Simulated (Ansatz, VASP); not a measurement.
# MgS (Niningerite): VASP beside Ansatz

```
S Mg
1.0
     0.00000    2.56649    2.56649
     2.56649    0.00000    2.56649
     2.56649    2.56649    0.00000
S Mg
1 1
Direct
  0.50000 0.50000 0.50000
  0.00000 0.00000 0.00000
```

Alike in both runs: task single point; functional r2SCAN; k mesh 9 × 9 × 9; occupations fermi-dirac, width 0.05 eV; no spin polarisation.

|  | VASP | Ansatz |
| --- | --- | --- |
| version | VASP 6.6.1 | Ansatz 0.2.0 |
| potentials or method | VASP PAW PBE potentials, release 64 (S, Mg) | Ansatz PAW |
| plane-wave cutoff (eV) | 520 | 500 |
| valence electrons in the cell | 8 | 16 |

```csv
,VASP,Ansatz,Ansatz less VASP
gap on the k mesh at the Fermi level (eV),3.65,3.68,+0.026
least direct gap on the mesh (eV),4.97,4.99,+0.025
pressure (GPa),3.0,3.5,+0.50
```

The two sets of potentials don't hold the same shells in valence.

Caveats: the PAW data sets were made with another functional, which shifts forces and pressure a little (VASP); an odd mesh through Γ misses points on the zone boundary, where band edges often lie (VASP); odd divisions of the mesh miss points on the zone boundary, where band edges often lie, so the gap on the mesh can be too wide (Ansatz); the PAW data sets come from PBE, with cores solved anew for the run's functional, which leaves a small shift of forces and pressure (Ansatz). r2SCAN opens gaps a little over a GGA but as a rule still falls short of measured ones.
